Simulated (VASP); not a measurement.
# ZnSn2N2 (P-4m2) in VASP: reference runs, part 2 of 2

VASP 6.6.1. Earlier steps stand in the parts before.

## 3. Single point, PBE (atoms moved at random, drawn with an rms of 0.05 Å)

File INCAR:

```
SYSTEM = ZnSn2N2
PREC     = Accurate       ! precision mode
ENCUT    = 520            ! plane-wave cutoff, eV
EDIFF    = 1E-7           ! SCF threshold, eV
ISMEAR   = -1             ! smearing method
SIGMA    = 0.05           ! smearing width, eV
LREAL    = .FALSE.        ! projectors in reciprocal space
LASPH    = .TRUE.         ! aspherical terms in the spheres
NELM     = 100            ! most SCF steps
ALGO     = Normal         ! electronic algorithm
ISIF     = 2              ! what is computed and relaxed
LWAVE    = .FALSE.        ! write WAVECAR
LCHARG   = .FALSE.        ! write CHGCAR
GGA      = PE             ! functional
NBANDS   = 33             ! bands
```

File KPOINTS:

```
regular mesh
0
G
  8 8 4
  0 0 0
```

File POSCAR:

```
ZnSn2N2
1.0
    3.3523260000      0.0000000000      0.0000000000
    0.0000000000      3.3523260000      0.0000000000
    0.0000000000      0.0000000000      8.0642090000
Sn Zn N
2 1 2
Direct
    0.4835830000      0.4995200000      0.3023090000
    0.5123270000      0.4916540000      0.7011950000
    0.0029090000     -0.0148600000      0.0003440000
    0.0027150000      0.4950210000      0.8504300000
    0.4885930000     -0.0028150000      0.1446450000
```

Potentials or basis: VASP PAW PBE potentials, release 64 (Sn_d, Zn, N).

Started as:

```sh
$ cat potpaw_PBE.64/Sn_d/POTCAR potpaw_PBE.64/Zn/POTCAR potpaw_PBE.64/N/POTCAR > POTCAR
$ mpirun -np 1 vasp_std > vasp.out
```

OUTCAR:

```text
SYSTEM = ZnSn2N2
   PREC = Accurate
   ENCUT = 520
   EDIFF = 1E-7
   ISMEAR = -1
   LREAL = .FALSE.
   LASPH = .TRUE.
   NELM = 100
   ISIF = 2
   GGA = PE

 ion  position               nearest neighbor table
   1  0.484  0.500  0.302-   5 2.10   5 2.11   2 3.22   3 3.34   3 3.39
   2  0.512  0.492  0.701-   4 2.04   4 2.09   1 3.22   3 3.36   3 3.38   3 3.39
   3  0.003  0.985  0.000-   5 2.00   4 2.04   5 2.08   4 2.09   1 3.34   2 3.36   2 3.38   2 3.39
                             1 3.39
   4  0.003  0.495  0.850-   2 2.04   3 2.04   2 2.09   3 2.09
   5  0.489  0.997  0.145-   3 2.00   3 2.08   1 2.10   1 2.11

  LATTYP: Found a simple tetragonal cell.
 ALAT       =     3.3523260000
 C/A-ratio  =     2.4055563212

  Lattice vectors:

 A1 = (   3.3523260000,   0.0000000000,   0.0000000000)
 A2 = (   0.0000000000,   3.3523260000,   0.0000000000)
 A3 = (   0.0000000000,   0.0000000000,   8.0642090000)

Analysis of symmetry for initial positions (statically):
=====================================================================
 Subroutine PRICEL returns:
 Original cell was already a primitive cell.

 Routine SETGRP: Setting up the symmetry group for a
 simple tetragonal supercell.

 Subroutine GETGRP returns: Found  1 space group operations
 (whereof  1 operations were pure point group operations)
 out of a pool of 16 trial point group operations.

The static configuration has the point symmetry C_1 .

Analysis of symmetry for dynamics (positions and initial velocities):
=====================================================================
 Subroutine PRICEL returns:
 Original cell was already a primitive cell.

 Routine SETGRP: Setting up the symmetry group for a
 simple tetragonal supercell.

 Subroutine GETGRP returns: Found  1 space group operations
 (whereof  1 operations were pure point group operations)
 out of a pool of 16 trial point group operations.

The dynamic configuration has the point symmetry C_1 .

 Subroutine INISYM returns: Found  1 space group operations
 (whereof  1 operations are pure point group operations),
 and found     1 'primitive' translations

----------------------------------------------------------------------------------------

                                     Primitive cell

  volume of cell :      90.6263

  direct lattice vectors                    reciprocal lattice vectors
     3.352326000  0.000000000  0.000000000     0.298300344  0.000000000  0.000000000
     0.000000000  3.352326000  0.000000000     0.000000000  0.298300344  0.000000000
     0.000000000  0.000000000  8.064209000     0.000000000  0.000000000  0.124004723

  length of vectors
     3.352326000  3.352326000  8.064209000     0.298300344  0.298300344  0.124004723

  position of ions in fractional coordinates (direct lattice)
     0.483583000  0.499520000  0.302309000
     0.512327000  0.491654000  0.701195000
     0.002909000  0.985140000  0.000344000
     0.002715000  0.495021000  0.850430000
     0.488593000  0.997185000  0.144645000

  ion indices of the primitive-cell ions
   primitive index   ion index
                 1           1
                 2           2
                 3           3
                 4           4
                 5           5

----------------------------------------------------------------------------------------

 KPOINTS: regular mesh

Automatic generation of k-mesh.
 Grid dimensions read from file:
 generate k-points for:    8    8    4

 Generating k-lattice:

  Cartesian coordinates                     Fractional coordinates (reciprocal lattice)
     0.037287543  0.000000000  0.000000000     0.125000000  0.000000000  0.000000000
     0.000000000  0.037287543  0.000000000     0.000000000  0.125000000  0.000000000
     0.000000000  0.000000000  0.031001181     0.000000000  0.000000000  0.250000000

  Length of vectors
     0.037287543  0.037287543  0.031001181

  Shift w.r.t. Gamma in fractional coordinates (k-lattice)
     0.000000000  0.000000000  0.000000000

 Subroutine IBZKPT returns following result:
 ===========================================

 Found    132 irreducible k-points:

 Following reciprocal coordinates:
            Coordinates               Weight
  0.000000  0.000000  0.000000      1.000000
  0.125000  0.000000  0.000000      2.000000
  0.000000  0.125000  0.000000      2.000000
  0.250000  0.000000  0.000000      2.000000
  0.000000  0.250000  0.000000      2.000000
  0.375000  0.000000  0.000000      2.000000
[... 16 lines left out ...]
 -0.250000  0.250000  0.000000      2.000000
  0.375000  0.250000  0.000000      2.000000
 [... further k-points ...]
   k-points           NKPTS =    132   k-points in BZ     NKDIM =    132   number of bands    NBANDS=     33
   number of dos      NEDOS =    301   number of ions     NIONS =      5
   total plane-waves  NPLWV =  47040
   dimension x,y,z NGX =    28 NGY =   28 NGZ =   60
   dimension x,y,z NGXF=    56 NGYF=   56 NGZF=  120
   ions per type =               2   1   2
   NGX,Y,Z   is equivalent  to a cutoff of  13.89, 13.89, 12.37 a.u.
   NGXF,Y,Z  is equivalent  to a cutoff of  27.77, 27.77, 24.74 a.u.
 SYSTEM =  ZnSn2N2
   PREC   = accura    normal or accurate (medium, high low for compatibility)
   ISTART =      0    job   : 0-new  1-cont  2-samecut
   ICHARG =      2    charge: 1-file 2-atom 10-const
   ISPIN  =      1    spin polarized calculation?
   LNONCOLLINEAR =      F non collinear calculations
   LSORBIT =      F    spin-orbit coupling
   LASPH  =      T    aspherical Exc in radial PAW
   ENCUT  =  520.0 eV  38.22 Ry    6.18 a.u.   6.23  6.23 14.99*2*pi/ulx,y,z
   NELM   =    100;   NELMIN=  2; NELMDL= -5     # of ELM steps
   EDIFF  = 0.1E-06   stopping-criterion for ELM
   LREAL  =      F    real-space projection
   EDIFFG = 0.1E-05   stopping-criterion for IOM
   NSW    =      0    number of steps for IOM
   IBRION =     -1    ionic relax: 0-MD 1-quasi-New 2-CG
   NFREE  =      0    steps in history (QN), initial steepest desc. (CG)
   ISIF   =      2    stress and relaxation
   ISYM   =      2    0-nonsym 1-usesym 2-fastsym
   POTIM  = 0.5000    time-step for ionic-motion
   TEBEG  =    0.0;   TEEND  =   0.0 temperature during run
   PSTRESS=    0.0 pullay stress
   NELECT =      50.0000    total number of electrons
   NUPDOWN=      -1.0000    fix difference up-down
   EMIN   =  10.00;   EMAX   =-10.00  energy-range for DOS
   EFERMI =   0.00;   METHOD = LEGACY
   ISMEAR =    -1;   SIGMA  =   0.05  broadening in eV -4-tet -1-fermi 0-gaus
   EFERMI_NEDOS =   21; number of points for ismear=-14 and -15
   IALGO  =     38    algorithm
   IMIX   =      4    mixing-type and parameters
     AMIX     =   0.40;   BMIX     =  1.00
     AMIX_MAG =   1.60;   BMIX_MAG =  1.00
  volume/ion in A,a.u.               =      18.13       122.32
  Fermi-wavevector in a.u.,A,eV,Ry     =   1.342703  2.537341 24.529295  1.802852
  Thomas-Fermi vector in A             =   2.470836
   LORBIT       =      0    0 simple, 1 ext, 2 COOP (PROOUT), +10 PAW based schemes
   GGA     = PE    functional components
   LHFCALC =     F    Hartree Fock is set to
   AEXX    =    0.0000 exact exchange contribution
   IVDW    =     0    specifies the selected vdW correction
   LEPSILON=     F    determine dielectric tensor
   LRPA    =     F    only Hartree local field effects (RPA)
 non-spin polarized calculation
  energy-cutoff  :      520.00
  volume of cell :       90.63
 maximum number of plane-waves:      2457
 NGX is ok and might be reduce to    28
   NGX = 13   NGY = 13   NGZ = 29

 number of electron      50.0000011 magnetization

 Free energy of the ion-electron system (eV)
  ---------------------------------------------------
  ext. energy  EPLUGINS =         0.00000000
  ---------------------------------------------------
  free energy    TOTEN  =       -24.10464458 eV

  energy without entropy =      -24.08881581  energy(sigma->0) =      -24.09673020

 E-fermi :   5.3767     XC(G=0): -10.2020

 val. band max:        5.3689993058   @ k =   0.2500   0.2500   0.2500
 cond. band min:       5.4142422616   @ k =   0.2500   0.1250   0.5000
 fundamental gap:      0.0452429558
 Fermi energy:         5.3766902293

 k-point     1 :       0.0000    0.0000    0.0000
  band No.  band energies     occupation
      1     -16.0406      2.00000
      2     -15.9884      2.00000
      3     -15.8420      2.00000
      4     -15.8149      2.00000
      5     -15.7855      2.00000
      6     -15.7532      2.00000
[... 853 lines left out ...]
     32      12.4370      0.00000
     33      13.4774      0.00000

 [... further k-points ...]
[... 5 lines left out ...]
  --------------------------------------------------------------------------------------
  -------------------------------------------------------------------------------------
  Total        1.4802126      0.2678756      1.1051760      0.0210048     -0.0134265      1.0344350
  in kB       26.1685949      4.7357568     19.5383444      0.3713425     -0.2373670     18.2877185
  external PRESSURE =      16.8142321 kB  Pullay stress =       0.0000000 kB

 VOLUME and BASIS-vectors are now :
 -----------------------------------------------------------------------------
  energy-cutoff  :      520.00
  volume of cell :       90.63
      direct lattice vectors                 reciprocal lattice vectors
     3.352326000  0.000000000  0.000000000     0.298300344  0.000000000  0.000000000
     0.000000000  3.352326000  0.000000000     0.000000000  0.298300344  0.000000000
     0.000000000  0.000000000  8.064209000     0.000000000  0.000000000  0.124004723

 POSITION                                       TOTAL-FORCE (eV/Angst)
 -----------------------------------------------------------------------------------
      1.62113      1.67455      2.43788        -0.027630     -0.105464      0.439395
      1.71749      1.64818      5.65458        -0.475001     -0.039713     -1.104733
      0.00975      3.30251      0.00277        -0.295801      0.205172     -0.044845
      0.00910      1.65947      6.85805         0.423461     -0.121660      0.987206
      1.63792      3.34289      1.16645         0.374972      0.061666     -0.277023
 -----------------------------------------------------------------------------------
    total drift:                                0.000728      0.000034     -0.001551

  FREE ENERGIE OF THE ION-ELECTRON SYSTEM (eV)
  ---------------------------------------------------
  free  energy   TOTEN  =       -24.1046445830 eV

  energy  without entropy=      -24.0888158137  energy(sigma->0) =      -24.09673020
```

Run time: 7.8 min. Hardware: 1 thread of Intel Xeon Platinum 8259CL at 2.50GHz (Skylake/Cascade Lake), shared host; peak memory 0.47 GiB.

What came out:

```
Free energy            : -24.1046 eV
Pressure               : 1.7 GPa
Largest force          : 1.203 eV/Å
Band gap on the k mesh : none (metal or under the smearing width)
```

Forces on the atoms (eV/Å):
```
Sn  -0.028 -0.105  0.439
Sn  -0.475 -0.040 -1.105
Zn  -0.296  0.205 -0.045
N    0.423 -0.122  0.987
N    0.375  0.062 -0.277
```

Stress tensor (GPa, compression positive):
```
 2.62  0.04  1.83
 0.04  0.47 -0.02
 1.83 -0.02  1.95
```

Levels at points of the mesh, in eV from the Fermi level:
| k point | band 21 | band 22 | band 23 | band 24 | band 25 | band 26 | band 27 | band 28 | band 29 | band 30 |
| --- | --- | --- | --- | --- | --- | --- | --- | --- | --- | --- |
| (0.00, 0.00, 0.00) | -2.83 | -2.67 | -1.21 | -1.14 | 0.38 | 0.81 | 3.18 | 5.85 | 5.89 | 6.11 |
| (0.50, 0.00, 0.00) | -3.43 | -1.91 | -1.84 | -0.98 | -0.44 | -0.20 | 2.24 | 4.48 | 5.83 | 6.34 |
| (0.00, 0.50, 0.00) | -3.38 | -2.17 | -1.79 | -0.90 | -0.39 | -0.07 | 2.08 | 4.44 | 5.77 | 6.31 |
| (0.50, 0.50, 0.00) | -3.53 | -3.52 | -2.96 | -2.01 | -1.10 | -1.07 | 1.47 | 4.17 | 4.30 | 4.51 |
| (0.00, 0.00, 0.50) | -2.65 | -2.09 | -1.24 | -1.17 | -0.98 | 1.67 | 3.47 | 6.01 | 6.08 | 6.30 |
| (0.50, 0.00, 0.50) | -3.13 | -3.02 | -1.91 | -0.99 | -0.94 | 0.59 | 2.85 | 4.02 | 5.77 | 6.28 |
| (0.00, 0.50, 0.50) | -3.14 | -2.96 | -2.17 | -0.90 | -0.85 | 0.67 | 2.72 | 3.91 | 5.81 | 6.35 |
| (0.50, 0.50, 0.50) | -3.62 | -3.62 | -2.97 | -1.85 | -0.84 | -0.82 | 1.09 | 3.30 | 3.50 | 4.58 |
